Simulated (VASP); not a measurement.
# CdF2 (111), 3 units in VASP, part 2 of 3

How does CdF2 (111), 3 units behave as a surface?

VASP 6.6.1; PBE; plane waves and PAW (F, Cd).

So far. Step 2 (Relaxing the slab): The run ended after 13 ionic steps, 0.106 eV below its first step, once the forces on the free atoms met EDIFFG = -0.03.

### Step 3. Vacuum level and density of states

A static run writes the electrostatic potential without exchange and correlation (LVHAR), which is flat in the vacuum and gives the level to count from. The dipole correction cancels the field that unlike faces would set up across the vacuum.

File INCAR:

```
SYSTEM = CdF2
PREC = Normal
ENCUT = 400
EDIFF = 1E-06
NELM = 120
ISMEAR = 0
SIGMA = 0.05
LREAL = .FALSE.
ALGO = Fast
GGA = PE
NBANDS = 61
LORBIT = 11
LWAVE = .FALSE.
LCHARG = .TRUE.
IDIPOL = 3
LDIPOL = .TRUE.
DIPOL = 0.5 0.5 0.5
LVHAR = .TRUE.
LVACPOTAV = .TRUE.
LELF = .TRUE.
NEDOS = 1500
```

File POSCAR:

```
CdF2
1.0
    3.8113055500      0.0000000000      0.0000000000
   -1.9056527800      3.3006874300      0.0000000000
    0.0000000000      0.0000000000     25.7797948773
F Cd
6 3
Direct
    0.6666666700      0.3333333300      0.3406467427
    0.0000000000      0.0000000000      0.4053663452
    0.3333333300      0.6666666700      0.4679418213
    0.6666666700      0.3333333300      0.5320581787
    0.0000000000      0.0000000000      0.5946336548
    0.3333333300      0.6666666700      0.6593532573
    0.3333333300      0.6666666700      0.3733463824
    0.0000000000      0.0000000000      0.5000000000
    0.6666666700      0.3333333300      0.6266536176
```

File KPOINTS:

```
Automatic mesh
0
Gamma
12 12 1
0 0 0
```

File KPOINTS_OPT:

```
Line mode
14
Line-mode
Reciprocal
  0.00000000   0.00000000   0.00000000 GAMMA
  0.50000000   0.00000000   0.00000000 M

  0.50000000   0.00000000   0.00000000 M
  0.33333333   0.33333333   0.00000000 K

  0.33333333   0.33333333   0.00000000 K
  0.00000000   0.00000000   0.00000000 GAMMA
```

Potentials, in the order of the species: F and Cd (PBE family, release 64).

Started as:

```sh
$ mpirun -np 4 vasp_std
```

Log:

```text
[banner, memory and clock lines left out]
running    4 mpi-ranks, on    1 nodes
 distrk:  each k-point on    4 cores,    1 groups
 distr:  one band on    1 cores,    4 groups

 POSCAR found type information on POSCAR F Cd
 POSCAR found :  2 types and       9 ions
 LDA part: xc-table for (Slater+PW92), standard interpolation
|                                                                             |
|           W    W    AA    RRRRR   N    N  II  N    N   GGGG   !!!           |
|           W    W   A  A   R    R  NN   N  II  NN   N  G    G  !!!           |
|           W    W  A    A  R    R  N N  N  II  N N  N  G       !!!           |
|           W WW W  AAAAAA  RRRRR   N  N N  II  N  N N  G  GGG   !            |
|           WW  WW  A    A  R   R   N   NN  II  N   NN  G    G                |
|           W    W  A    A  R    R  N    N  II  N    N   GGGG   !!!           |
|                                                                             |
|     The number of bands has been changed from the values supplied in        |
|     The orbitals not found in the WAVECAR file will be initialized with     |
|     random numbers, which is usually adequate. For correlated               |
|     calculations, however, you should redo the groundstate calculation.     |
|     I found NBANDS = 61. Now, NBANDS = 64.                                  |
|                                                                             |

 POSCAR, INCAR and KPOINTS ok, starting setup
 FFT: planning ... GRIDC
 FFT: planning ... GRID_SOFT
 FFT: planning ... GRID
 WAVECAR not read
 entering main loop
       N       E                     dE             d eps       ncg     rms          rms(c)
DAV:   1     0.571420921965E+03    0.57142E+03   -0.33136E+04  2624   0.863E+02
DAV:   2     0.443120569005E+01   -0.56699E+03   -0.54201E+03  2912   0.278E+02
DAV:   3    -0.375545741664E+02   -0.41986E+02   -0.41667E+02  2840   0.774E+01
DAV:   4    -0.379219063386E+02   -0.36733E+00   -0.36724E+00  2632   0.783E+00
DAV:   5    -0.379240757204E+02   -0.21694E-02   -0.21694E-02  2784   0.569E-01    0.163E+01
RMM:   6    -0.326192252262E+02    0.53049E+01   -0.14062E+01  2776   0.123E+01    0.124E+01
RMM:   7    -0.325044839639E+02    0.11474E+00   -0.52167E-01  2969   0.293E+00    0.713E+00
RMM:   8    -0.323993825166E+02    0.10510E+00   -0.18779E-01  2771   0.223E+00    0.225E+00
RMM:   9    -0.323946105702E+02    0.47719E-02   -0.26671E-02  2833   0.901E-01    0.274E-01
RMM:  10    -0.323958662537E+02   -0.12557E-02   -0.76238E-03  2963   0.298E-01    0.206E-01
RMM:  11    -0.323961692182E+02   -0.30296E-03   -0.68360E-04  2911   0.125E-01    0.510E-02
RMM:  12    -0.323961687022E+02    0.51600E-06   -0.14328E-04  2971   0.551E-02    0.956E-03
RMM:  13    -0.323961834058E+02   -0.14704E-04   -0.17505E-05  3029   0.174E-02    0.657E-03
RMM:  14    -0.323961961435E+02   -0.12738E-04   -0.25208E-06  2546   0.525E-03    0.359E-03
RMM:  15    -0.323962044530E+02   -0.83095E-05   -0.82199E-07  2484   0.288E-03    0.215E-03
RMM:  16    -0.323962123518E+02   -0.78988E-05   -0.52266E-07  2472   0.241E-03    0.287E-03
RMM:  17    -0.323962147273E+02   -0.23756E-05   -0.24082E-07  2381   0.165E-03    0.193E-03
RMM:  18    -0.323962166684E+02   -0.19410E-05   -0.41240E-08  1989   0.746E-04    0.191E-03
RMM:  19    -0.323962171532E+02   -0.48483E-06   -0.60921E-09  1642   0.517E-04
|                                                                             |
|           W    W    AA    RRRRR   N    N  II  N    N   GGGG   !!!           |
|           W    W   A  A   R    R  NN   N  II  NN   N  G    G  !!!           |
|           W    W  A    A  R    R  N N  N  II  N N  N  G       !!!           |
|           W WW W  AAAAAA  RRRRR   N  N N  II  N  N N  G  GGG   !            |
|           WW  WW  A    A  R   R   N   NN  II  N   NN  G    G                |
|           W    W  A    A  R    R  N    N  II  N    N   GGGG   !!!           |
|                                                                             |
|     Did not find any points to average over, which means that no vacuum     |
|     field-free region was found. Please increase the size of  your cell     |
|     in the dimension of the dipole correction to obtain accurate            |
|     workfunction values.                                                    |
|                                                                             |

   1 F= -.32396217E+02 E0= -.32396217E+02  d E =-.155787E-11
 Start KPOINTS_OPT (optional k-point list driver)
k-point batch [1-19\42]
       N       E                     dE             ncg
DAV:   1    -0.539196821426E+04   -0.29561E+05     2576
DAV:   2    -0.159060907295E+05   -0.10514E+05     2928
DAV:   3    -0.167336210679E+05   -0.82753E+03     2760
DAV:   4    -0.167410191519E+05   -0.73981E+01     2704
DAV:   5    -0.167410694993E+05   -0.50347E-01     2704
DAV:   6    -0.167410699939E+05   -0.49451E-03     2696
DAV:   7    -0.167410699999E+05   -0.60310E-05     2408
DAV:   8    -0.167410700001E+05   -0.16523E-06     1808
[...]
k-point batch [39-42\42]
       N       E                     dE             ncg
DAV:   1     0.264880745999E+05   -0.14573E+04      536
DAV:   2     0.242291378605E+05   -0.22589E+04      616
DAV:   3     0.240558552154E+05   -0.17328E+03      576
DAV:   4     0.240544406255E+05   -0.14146E+01      576
DAV:   5     0.240544315418E+05   -0.90837E-02      584
DAV:   6     0.240544314638E+05   -0.77919E-04      576
DAV:   7     0.240544314631E+05   -0.76936E-06      504
|                                                                             |
|           W    W    AA    RRRRR   N    N  II  N    N   GGGG   !!!           |
|           W    W   A  A   R    R  NN   N  II  NN   N  G    G  !!!           |
|           W    W  A    A  R    R  N N  N  II  N N  N  G       !!!           |
|           W WW W  AAAAAA  RRRRR   N  N N  II  N  N N  G  GGG   !            |
|           WW  WW  A    A  R   R   N   NN  II  N   NN  G    G                |
|           W    W  A    A  R    R  N    N  II  N    N   GGGG   !!!           |
|                                                                             |
|     Did not find any points to average over, which means that no vacuum     |
|     field-free region was found. Please increase the size of  your cell     |
|     in the dimension of the dipole correction to obtain accurate            |
|     workfunction values.                                                    |
|                                                                             |
```

Elapsed: 67 s, on 4 MPI ranks of Intel Xeon 6975P-C (Granite Rapids), shared host; peak memory 0.91 GiB.

Parts of OUTCAR (step 3):

```text
The static configuration has the point symmetry D_3d.

 Found     19 irreducible k-points:

   k-points           NKPTS =     19   k-points in BZ     NKDIM =     19   number of bands    NBANDS=     64

   NELECT =      78.0000    total number of electrons

 E-fermi :  -5.6466

 k-point     1 :       0.0000    0.0000    0.0000
  band No.  band energies     occupation
    ...
     35      -6.2396      2.00000
     36      -6.1108      2.00000
     37      -6.1105      2.00000
     38      -6.1020      2.00000
     39      -6.1018      2.00000
     40      -2.7073      0.00000
     41      -1.9275      0.00000
     42      -0.5073      0.00000
     43       1.8773      0.00000
     44       2.1022      0.00000
    ...

 k-point     2 :       0.0833   -0.0000    0.0000
  band No.  band energies     occupation
    ...
     35      -6.2318      2.00000
     36      -6.1347      2.00000
     37      -6.1228      2.00000
     38      -6.0977      2.00000
     39      -6.0881      2.00000
     40      -2.4917      0.00000
     41      -1.7698      0.00000
     42      -0.4037      0.00000
     43       1.9707      0.00000
     44       2.1885      0.00000
    ...

  Total       -9.1258458     -9.1258458     -7.1413071      0.0000000     -0.0000000      0.0000000
  in kB      -45.0843783    -45.0843784    -35.2801698      0.0000001     -0.0000000      0.0000000
  external PRESSURE =     -41.8163088 kB  Pullay stress =       0.0000000 kB

 POSITION                                       TOTAL-FORCE (eV/Angst)
 -----------------------------------------------------------------------------------
      1.90565      1.10023      8.78180        -0.000000      0.000000     -0.002614
      0.00000      0.00000     10.45026         0.000000      0.000000     -0.012194
     -0.00000      2.20046     12.06344        -0.000000      0.000000      0.003648
      1.90565      1.10023     13.71635         0.000000      0.000000     -0.003648
      0.00000      0.00000     15.32953        -0.000000     -0.000000      0.012194
     -0.00000      2.20046     16.99799         0.000000     -0.000000      0.002614
     -0.00000      2.20046      9.62479         0.000000      0.000000      0.000880
      0.00000      0.00000     12.88990        -0.000000     -0.000000      0.000000
      1.90565      1.10023     16.15500        -0.000000     -0.000000     -0.000880
 -----------------------------------------------------------------------------------
    total drift:                                0.000000      0.000000      0.000000

  FREE ENERGIE OF THE ION-ELECTRON SYSTEM (eV)
  ---------------------------------------------------
  free  energy   TOTEN  =       -32.3962171532 eV

  energy  without entropy=      -32.3962171532  energy(sigma->0) =      -32.39621715

[... 8 parts as in an earlier step ...]

[... 6 further parts left out ...]
```

Numbers from this step:

| Property | Result |
| --- | --- |
| electronic cycles | 19 |
| Fermi energy | -5.647 eV |
| least gap on mesh and path | 3.163 eV |
| least direct gap on mesh and path | 3.394 eV |
| ionisation potentials of the upper and lower face | 8.408, 8.408 eV |
| electron affinities of the upper and lower face | 5.245, 5.245 eV |

The electronic bands at the labelled points (eV, zero at the valence-band top; v1 is the highest filled band, c1 the lowest empty one):

| point | v4 | v3 | v2 | v1 | c1 | c2 | c3 | c4 |
| --- | --- | --- | --- | --- | --- | --- | --- | --- |
| Γ | -0.24 | -0.24 | -0.23 | -0.23 | 3.16 | 3.94 | 5.36 | 7.75 |
| 0.54 of the way | -0.31 | -0.28 | -0.14 | -0.10 | 4.90 | 5.31 | 6.32 | 8.66 |
| M | -0.26 | -0.18 | -0.06 | 0.00 | 6.70 | 6.73 | 7.25 | 9.22 |
| 0.54 of the way | -0.23 | -0.21 | -0.09 | -0.06 | 6.86 | 6.89 | 7.39 | 9.57 |
| K | -0.26 | -0.13 | -0.12 | -0.12 | 7.05 | 7.05 | 7.51 | 10.23 |
| 0.46 of the way | -0.31 | -0.27 | -0.17 | -0.05 | 5.32 | 5.67 | 6.59 | 8.97 |
| Γ | -0.24 | -0.24 | -0.23 | -0.23 | 3.16 | 3.94 | 5.36 | 7.75 |

Of the projections kept (F, Cd), the largest for each band there; the rest of the weight can lie on other orbitals:

| point | v4 | v3 | v2 | v1 | c1 | c2 | c3 | c4 |
| --- | --- | --- | --- | --- | --- | --- | --- | --- |
| Γ | F 0.76 | F 0.76 | F 0.76 | F 0.76 | Cd 0.73 | Cd 0.65 | Cd 0.58 | F 0.57 |
| M | F 0.80 | F 0.92 | F 0.84 | F 0.87 | Cd 0.61 | Cd 0.62 | Cd 0.65 | F 0.57 |
| K | F 0.93 | F 0.87 | F 0.93 | F 0.93 | Cd 0.63 | Cd 0.63 | Cd 0.64 | F 0.51 |
| Γ | F 0.76 | F 0.76 | F 0.76 | F 0.76 | Cd 0.73 | Cd 0.65 | Cd 0.58 | F 0.57 |

The density of states has structure finer than the step of the table below, so its rows give means over 1 eV, whole bins alone (the curve runs from -12.0 to 11.1 eV). Peaks (eV: height): total -5.0: 34.8, -4.5: 49.0, -1.6: 16.7, -0.4: 33.4; F p -5.0: 3.75, -2.3: 6.29, -1.6: 11.1, -0.4: 25.1; Cd s 6.5: 1.59, 6.7: 1.86, 6.9: 2.01, 7.3: 1.73; Cd p -1.6: 0.482, 9.3: 0.852, 9.9: 1.05, 10.3: 0.877; Cd d -5.0: 27.1, -4.4: 45.4.

Means over bins of 0.086 eV. Density of states against energy, zero at the valence-band top; means over each step; values in states/eV/cell:

| energy (eV) | total | F p | Cd s | Cd p | Cd d |
| --- | --- | --- | --- | --- | --- |
| -7 | 0 | 0 | 0 | 0 | 0 |
| -6 | 0.0142 | 0.00208 | 0 | 0 | 0.0104 |
| -5 | 22.4 | 1.68 | 0.0284 | 0.0215 | 18.8 |
| -4 | 7.51 | 0.140 | 0.00448 | 0.00206 | 6.99 |
| -3 | 4.22 | 2.23 | 0.423 | 0.0148 | 0.382 |
| -2 | 10.0 | 6.30 | 0.153 | 0.276 | 0.782 |
| -1 | 8.81 | 6.13 | 0.0419 | 0.156 | 0.648 |
| 0 | 12.9 | 9.50 | 0.00275 | 0.0131 | 1.30 |
| 1 | 0 | 0 | 0 | 0 | 0 |
| 2 | 0 | 0 | 0 | 0 | 0 |
| 3 | 0.0936 | 0.00603 | 0.0339 | 2.2e-4 | 2.8e-4 |
| 4 | 0.510 | 0.0696 | 0.170 | 0.00610 | 0.00167 |
| 5 | 0.830 | 0.155 | 0.271 | 0.0149 | 0.00337 |
| 6 | 1.84 | 0.405 | 0.642 | 0.0376 | 0.00831 |
| 7 | 2.65 | 0.651 | 1.11 | 0.0354 | 0.0122 |
| 8 | 0.820 | 0.0730 | 0.0593 | 0.0340 | 0.00209 |
| 9 | 3.14 | 0.208 | 0.135 | 0.255 | 0.0102 |
| 10 | 5.97 | 0.451 | 0.257 | 0.674 | 0.0308 |

The planar average of the electrostatic potential oscillates, so the rows of the table below give means over windows of 1.74 Å about each position, cut where the curve ends. Its maxima inside the range that stand out by 2 % of the span (Å: eV): 9.5: 0.9, 11.3: 6.54, 13.0: 0.823, 14.5: 6.54, 16.3: 0.9. Its minima: 9.0: -1.31, 10.2: -1.43, 12.3: -1.46, 13.5: -1.46, 15.6: -1.43, 16.8: -1.31.

Zero at the Fermi level. The planar average of the electrostatic potential by height; means over each step:

| height (Å) | planar average of the electrostatic potential (eV) |
| --- | --- |
| 0.87 | 8.19 |
| 2.61 | 8.18 |
| 4.35 | 8.18 |
| 6.09 | 8.18 |
| 7.83 | 6.39 |
| 9.57 | -0.276 |
| 11.31 | 3.07 |
| 13.05 | -0.261 |
| 14.79 | 2.92 |
| 16.53 | 0.289 |
| 18.27 | 7.56 |
| 20.01 | 8.18 |
| 21.75 | 8.18 |
| 23.49 | 8.19 |
| 25.23 | 8.19 |

Density of states in the PAW spheres, an atom over height of the layer and energy from the Fermi level.

Ten even steps from '_' (0.0 states/eV) to '@' (11.0 states/eV), each cell a mean:
```
__________________
__________________
--__::::__::::__--
..__....__....__..
..____..__..____..
..__....__....__..
..__....__....__..
__________________
__________________
__________________
__________________
__________________
________..________
__@@____@@____@@__
__##____==____##__
__--____--____--__
__________________
__________________
__________________
__________________
__________________
__________________
```
Columns: height of the layer (Å) from 8.8 to 17 (not evenly spaced); rows upwards: energy from the Fermi level (eV) from -7.9 to 0.5.

Valence density in the ca plane at fractional y = 0.000, with atoms of F and Cd within 0.2 Å of it. It is the smooth field of the valence electrons, not physical close to the nuclei.

Ten steps, logarithmic in the rise over the least value, from '0' (0 e/Å³) to '9' (11 e/Å³), each cell a mean:
```
00000000000000000000001379852368985225897310
00000000000000000000001245531236653113554210
00000000000000000000011122210112321111222111
00000000000000000000112211000111111100011221
00000000000000000001122221001111111110012222
00000000000000000001122221001111111100012222
00000000000000000000111111100111211100111111
00000000000000000000001133321124542112332110
00000000000000000000001367742257874224775210
00000000000000000000001489962368986336997410
```
Columns run along c (16.0 Å, from fractional 0.05 to 0.67 of the cell), rows up along a (3.8 Å). Atoms in or near the plane, at fractional coordinates: F at (0.41, 0.00), F at (0.59, 0.00), Cd at (0.50, 0.00).

Electrostatic potential energy in the ca plane at fractional y = 0.000, with atoms of F and Cd within 0.2 Å of it. With pseudopotentials it is smooth inside the atoms' cores, unlike the true potential.

Ten even steps from '0' (-22 eV) to '9' (3 eV), each cell a mean:
```
99999999999999999999999810058532223684002899
99999999999999999999999874688743234788647899
99999999999999999999988888999875557899988888
99999999999999999999987678899988888999887778
99999999999999999999876567899999999999876667
99999999999999999999886667899999899999876678
99999999999999999999987778999887778999987778
99999999999999999999998888899754346899888889
99999999999999999999999840278632223687105899
99999999999999999999999710038532223583001899
```
Columns run along c (16.0 Å, from fractional 0.05 to 0.67 of the cell; values clipped at the 3rd and 97th percentile), rows up along a (3.8 Å). Atoms in or near the plane, at fractional coordinates: F at (0.41, 0.00), F at (0.59, 0.00), Cd at (0.50, 0.00).

ELF in the ca plane at fractional y = 0.000, with atoms of F and Cd within 0.2 Å of it. It is the smooth field of the valence electrons, not physical close to the nuclei.

Ten even steps from '0' (0.00) to '9' (0.81), each cell a mean:
```
00000000000000000000002699994120002139989720
00000000000000000000000279972022122116997300
00000000000000000153100013310001211001331000
00000000000000000001110000000110001100000101
00000000000000000212211111001331013310011111
00000000000000000001110110000221002210001101
00000000000000000021100001100110000000110001
00000000000000000000000137741012221003774100
00000000000000000000001499983121012128999510
00000000000000000000004697895120002139879851
```
Columns run along c (16.0 Å, from fractional 0.05 to 0.67 of the cell), rows up along a (3.8 Å). Atoms in or near the plane, at fractional coordinates: F at (0.41, 0.00), F at (0.59, 0.00), Cd at (0.50, 0.00).

The map of layer states is cut here 0.5 eV above the Fermi level, so it leaves out the states above that.

The program warns that it found no field-free vacuum at its default tolerance, so these levels carry more doubt.

[end of part 2 of 3]

[Lines on the potential files, build, host, timing and source positions are cut from VASP's logs without a mark.]

[Logs are printed without paths, hosts, clocks, repeated set-up lines and the standing remarks that a program may print on its own settings, such as how far it seeks lower states.]

[Hosts, paths, dates, database ids (printed as entryN), source tags and the programs' standing remarks are cut or masked in the printed files.]

[In band tables of VASP the shares of atoms and orbitals are scaled to a sum of 1 inside the atoms' spheres.]

[Runs that stopped without an error message from VASP are left out.]
